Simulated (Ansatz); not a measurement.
O, DFT, LDA, all-electron LAPW, scalar-relativistic (Ansatz 0.2.0), run on 1 thread of AMD EPYC 9R45 96-Core Processor (Zen 5) on a shared host.

The geometry is COD entry 2106431, unchecked; take it as a test cell.

Command: `ansatz run input.yaml --threads 1 --pin off --max-ram 2048MiB --backend cpu --events-out ev --progress --plain --runs-dir out`

```yaml
crystal:
  lattice:
    - [1.4233490221, 0.821770941, 3.4083]
    - [-1.4233490221, 0.821770941, 3.4083]
    - [0.0, -1.6435418821, 3.4083]
  atoms:
    - { symbol: O, position: [0.0577, 0.0577, 0.0577] }
    - { symbol: O, position: [0.9423, 0.9423, 0.9423] }
kpoints:
  mp_grid: { grid: [10, 10, 10] }
  band_path:
    path:
      - [0.0, 0.0, 0.0]
      - [0.5, 0.5, 0.5]
      - [0.7945777149, 0.2054222851, 0.5]
      - [0.5, -0.2054222851, 0.2054222851]
      - [0.5, 0.0, 0.0]
      - [0.0, 0.0, 0.0]
      - [0.3527111426, -0.3527111426, 0.0]
      - [0.6472888574, 0.0, 0.3527111426]
      - [0.5, 0.0, 0.5]
    npoints: 5
scf:
  occupations: { method: fermi_dirac, width: 0.02 }
hamiltonian:
  xc: lda
  pseudopotentials: { kind: all_electron, lapw: { basis_error: 0.0005 } }
output:
  forces: true
  stress: true
  eigenvalues: true
```

**Question.** How large is the problem that the program sets up?

**Answer.** 116 irreducible k-points, 1763 plane waves at Γ, 12 bands.

**Question.** About how long does it take, and how much memory does it use?

**Answer.** 14 s of wall time for 6 SCF iterations, with a peak of 0.65 GiB. Times on shared machines scatter by tens of per cent.
